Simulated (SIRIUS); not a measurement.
Crystal: ZrO.

```
Zr O
1.0
     1.82664   -2.91885    0.00000
     1.82664    2.91885    0.00000
     0.00000    0.00000    2.61994
Zr O
1 1
Direct
  0.00000 0.00000 0.00000
  0.50000 0.50000 0.00000
```

The cell was built by a generator and needn't be a form met in nature.

Base run:

```yaml
Program: SIRIUS 7.10.0
Functional: AM05
Potentials_or_basis: PseudoDojo 0.4.1 PBE standard (scalar relativistic)
Cutoff: 1152 eV
Density_cutoff: 4606 eV
k_mesh: 6 × 6 × 7
Occupations: fermi-dirac, width 0.05 eV
Spin: no spin polarisation
```

Its results: band gap on the k mesh none (metal or under the smearing width); pressure 60.2 GPa.

Question: After a change of settings the same cell gave: band gap on the k mesh none (metal or under the smearing width); pressure 72.9 GPa. Which change was it?
A. functional from AM05 to BLYP; libxc names from ["XC_GGA_X_AM05", "XC_GGA_C_AM05"] to ["XC_GGA_X_B88", "XC_GGA_C_LYP"]
B. functional from AM05 to SG4; libxc names from ["XC_GGA_X_AM05", "XC_GGA_C_AM05"] to ["XC_GGA_X_SG4", "XC_GGA_C_SG4"]
C. functional from AM05 to PBE; libxc names from ["XC_GGA_X_AM05", "XC_GGA_C_AM05"] to ["XC_GGA_X_PBE", "XC_GGA_C_PBE"]
D. functional from AM05 to LDA; libxc names from ["XC_GGA_X_AM05", "XC_GGA_C_AM05"] to ["XC_LDA_X", "XC_LDA_C_PW"]

Answer: A.

Caveats: a pressure of tens of GPa on the cell as given is suspect, and the run, the potentials or the cell itself is likely at fault; the potentials were made for another functional, which shifts forces and pressure.
